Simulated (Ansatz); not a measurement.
**MnO in Ansatz: the effect of functional**

Crystal: MnO.

```
Mn O
1.0
     0.00000    2.22391    2.22391
     2.22391    0.00000    2.22391
     2.22391    2.22391    0.00000
Mn O
1 1
Direct
  0.00000 0.00000 0.00000
  0.50000 0.50000 0.50000
```

The cell is a database's computed one.

Alike in all runs:

| Item | Value |
| --- | --- |
| Program | Ansatz 0.2.0 |
| Potentials or basis | Ansatz PAW |
| k mesh | 6 × 6 × 6 |
| Occupations | fermi-dirac, width 0.05 eV |
| Spin | collinear spin, ferromagnetic start |
| Starting moments | [4.0, 0.0] μB |

```tsv
functional	cutoff	pressure (GPa)	moment (μB)
LDA	420 eV (not typed: the program's choice for these potentials)	-15.0	4.69
PBEsol	420 eV (not typed: the program's choice for these potentials)	-8.3	4.71
RPBE	420 eV (not typed: the program's choice for these potentials)	4.6	4.77
revPBE	420 eV (not typed: the program's choice for these potentials)	3.0	4.75
BLYP	420 eV (not typed: the program's choice for these potentials)	?	?
r2SCAN	500 eV (not typed: the program's choice for these potentials)	0.2	4.99
HSE06	420 eV (not typed: the program's choice for these potentials)	0.8	5.00
PBE0	420 eV (not typed: the program's choice for these potentials)	0.9	5.00
r2SCAN0	500 eV (not typed: the program's choice for these potentials)	-1.5	5.00
```

Task: What does the run with functional BLYP give?

Result: Pressure 3.7 GPa; moment 4.71 μB.

Caveats: some runs use coarse meshes; a cell with one magnetic atom can't hold antiferromagnetic order, which such compounds often take; the PAW data sets come from PBE, with cores solved anew for the run's functional, which leaves a small shift of forces and pressure; the magnetic or orbital state may not be the lowest (some runs); the thresholds are loose for stress (some runs).

Runs at the PBE level aren't shown here.
